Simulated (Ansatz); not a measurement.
**Cu (Fm-3m)**

Theory: Ansatz, DFT r2SCAN, scalar-relativistic, plane waves, PAW.

Cutoff 500 eV; k points 20×20×20 on the computed 1-atom cell (Γ-centred); Gaussian smearing, width 0.10 eV; no spin polarisation.

The structure is relaxed at this level of theory with its symmetry kept.

```cif
data_structure
_symmetry_space_group_name_H-M 'Fm-3m'
_symmetry_Int_Tables_number 225
_cell_length_a 3.5769
_cell_length_b 3.5769
_cell_length_c 3.5769
_cell_angle_alpha 90.000
_cell_angle_beta 90.000
_cell_angle_gamma 90.000
_cell_volume 45.76
loop_
_atom_site_label
_atom_site_type_symbol
_atom_site_symmetry_multiplicity
_atom_site_Wyckoff_symbol
_atom_site_fract_x
_atom_site_fract_y
_atom_site_fract_z
_atom_site_occupancy
Cu1 Cu 4 a 0.00000 0.00000 0.00000 1
```

```json
{
 "Space group": "Fm-3m (No. 225)",
 "Volume per atom": "11.44 Å³",
 "Formation energy from the elements' standard states (uncorrected)": "-0.002 eV/atom",
 "Generalised Kohn–Sham band gap": "none (metal)",
 "Density of states at the Fermi level": "0.29 states/eV per cell",
 "Löwdin character within 0.5 eV of the Fermi level": "Cu 4s 43 %, Cu 3d 34 %, unprojected 23 %",
 "Bulk modulus": "163 GPa",
 "Its pressure derivative": "5.1",
 "Bader charges (e)": "Cu (1 in the cell) 0.00"
}
```